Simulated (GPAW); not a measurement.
Set up this calculation in GPAW 26.7.0, as an ASE script.

```
Task                : equation of state
Functional          : vdW-DF-cx
Potentials or basis : GPAW PAW data sets (gpaw-data 1.2.1)
Cutoff              : 600 eV
Basis               : pw
k mesh              : 7 × 7 × 7
Occupations         : fermi-dirac, width 0.05 eV
Spin                : no spin polarisation
Maxiter             : 150
Eos scales          : [0.94, 0.96, 0.98, 1.0, 1.02, 1.04, 1.06]
```

The structure of ZnSe (Stilleite) lies in ZnSe.xyz:

```xyz
2
Lattice="0.0000000000 2.8338000000 2.8338000000 2.8338000000 0.0000000000 2.8338000000 2.8338000000 2.8338000000 0.0000000000" Properties=species:S:1:pos:R:3 pbc="T T T"
Se     4.2507000000      4.2507000000      4.2507000000
Zn     0.0000000000      0.0000000000      0.0000000000
```

One way to write it, as run:

run.py

```python
from ase.eos import EquationOfState
from ase.io import Trajectory, read
from ase.units import GPa
from gpaw import GPAW, PW

atoms = read('ZnSe.xyz')

traj = Trajectory('eos.traj', 'w')
volumes, energies = [], []
for x in [0.94, 0.96, 0.98, 1.0, 1.02, 1.04, 1.06]:
    a = atoms.copy()
    a.set_cell(atoms.cell * x**(1 / 3), scale_atoms=True)
    calc = GPAW(mode=PW(600),
                xc={'name': 'vdW-DF-cx', 'backend': 'libvdwxc'},
                kpts={'size': (7, 7, 7), 'gamma': True},
                occupations={'name': 'fermi-dirac', 'width': 0.05},
                nbands=18,
                convergence={'density': 1e-05, 'energy': 1e-05},
                maxiter=150,
                txt=f'eos-{x:.2f}.txt')
    a.calc = calc
    energies.append(a.get_potential_energy(force_consistent=True))
    volumes.append(a.get_volume())
    calc.write(f'eos-{x:.2f}.gpw')
    traj.write(a)
    print(f'{x:.2f} {volumes[-1]:10.4f} A^3 {energies[-1]:14.6f} eV', flush=True)

v0, e0, B = EquationOfState(volumes, energies, eos='birchmurnaghan').fit()
print(f'V0 = {v0:.4f} A^3, E0 = {e0:.6f} eV, B0 = {B / GPa:.2f} GPa')
```

Potentials or basis: GPAW PAW data sets (gpaw-data 1.2.1), pw.

The run is started by

```bash
$ OMP_NUM_THREADS=1 python run.py
```

It gave:

The equilibrium volume is 23.08 Å³/atom and the bulk modulus is 60 GPa. The pressure derivative of the bulk modulus is 5.1 (rough: it moves with the points fitted).

Caveat: the PAW data sets were made with another functional, which shifts forces and pressure a little.

It took 48 s on 1 thread of Intel(R) Xeon(R) 6975P-C (Granite Rapids) (shared host), peak memory 0.29 GiB.
